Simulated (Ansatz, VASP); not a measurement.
## Two plane-wave programs on BaTiO3

```xyz
5
Lattice="4.0452 0.0000 0.0000 0.0000 4.0452 0.0000 0.0000 0.0000 4.1057" Properties=species:S:1:pos:R:3 pbc="T T T"
Ba    2.0226    2.0226    2.4067
Ti    0.0000    0.0000    0.4220
O     0.0000    2.0226    0.2566
O     2.0226    0.0000    0.2566
O     0.0000    0.0000    2.2418
```

Alike in both runs: task single point; functional PBE; k mesh 8 × 8 × 6; occupations gaussian, width 0.02 eV; no spin polarisation.

|  | VASP | Ansatz |
| --- | --- | --- |
| version | VASP 6.6.1 | Ansatz 0.2.0 |
| potentials or method | VASP PAW PBE potentials, release 64 (Ba_sv, Ti_sv, O) | scalar-relativistic, plane waves, PAW |
| plane-wave cutoff (eV) | 520 | 420 |
| valence electrons in the cell | 40 | 40 |

```csv
,VASP,Ansatz,Ansatz less VASP
gap on the k mesh at the Fermi level (eV),1.75,1.81,+0.061
least direct gap on the mesh (eV),2.21,2.24,+0.034
pressure (GPa),-0.8,-2.3,-1.54
largest component of the traceless stress (GPa),2.43,2.32,-0.112
rms of the force components (eV/Å),0.032,0.000,-0.0322
```

Atom by atom the forces differ by 0.032 eV/Å (rms over components). The functional is the same, so the differences come from potentials, cutoffs and numerics.

Caveats: spin-orbit coupling is left out, which moves the levels of the heavy elements. A k mesh can miss the band edges. PBE gaps usually lie below the measured ones, often by a third to a half.
